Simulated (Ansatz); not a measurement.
Response of Al to small distortions

```
Al
1.0
     0.00000    2.02398    2.02398
     2.02398    0.00000    2.02398
     2.02398    2.02398    0.00000
Al
1
Direct
  0.00000 0.00000 0.00000
```

The cell is COD entry 4313206, as deposited and not checked against the literature; nothing was relaxed.

All numbers below come from DFT, PBE, PAW with Ansatz's default frozen-core files, scalar-relativistic in Ansatz 0.2.0.

Numerical set-up: a Γ-centred 14×14×14 k mesh, Fermi–Dirac smearing of 0.05 eV, cutoff 420 eV, no spin polarisation.

The unchanged cell is at -0.61 GPa.

In a metal, stresses and small energies carry noise from the k mesh.

x, y and z are the Cartesian axes of the cell as listed; fractional coordinates follow a strain, and an engineering shear is twice the off-diagonal strain component.

Question: With this change (equal xy, yz and zx engineering shear strains of -2 %), what becomes of the energy and stress?

Answer: Energy change -0.2 meV/atom; stress change (xx, yy, zz, yz, xz, xy) 0.13, 0.13, 0.13, -0.07, -0.07, -0.07 GPa, compression positive.

With equal xy, yz and zx engineering shear strains of -1.5 %: energy change 0.0 meV/atom; stress change (xx, yy, zz, yz, xz, xy) 0.08, 0.08, 0.08, -0.10, -0.10, -0.10 GPa, compression positive.

Question: With this change (equal xy, yz and zx engineering shear strains of -3 %), what becomes of the energy and stress?

Answer: Energy change 0.0 meV/atom; stress change (xx, yy, zz, yz, xz, xy) 0.32, 0.32, 0.32, 0.15, 0.15, 0.15 GPa, compression positive.

With equal xy, yz and zx engineering shear strains of -1 %: energy change 0.0 meV/atom; stress change (xx, yy, zz, yz, xz, xy) 0.04, 0.04, 0.04, 0.00, 0.00, 0.00 GPa, compression positive.

Question: With this change (equal xy, yz and zx engineering shear strains of +2 %), what becomes of the energy and stress?

Answer: Energy change +0.1 meV/atom; stress change (xx, yy, zz, yz, xz, xy) 0.15, 0.15, 0.15, -0.18, -0.18, -0.18 GPa, compression positive.

Question: With this change (equal xy, yz and zx engineering shear strains of +1 %), what becomes of the energy and stress?

Answer: Energy change -0.2 meV/atom; stress change (xx, yy, zz, yz, xz, xy) 0.05, 0.05, 0.05, 0.04, 0.04, 0.04 GPa, compression positive.

With equal xy, yz and zx engineering shear strains of +3 %: energy change +0.6 meV/atom; stress change (xx, yy, zz, yz, xz, xy) 0.32, 0.32, 0.32, -0.17, -0.17, -0.17 GPa, compression positive.
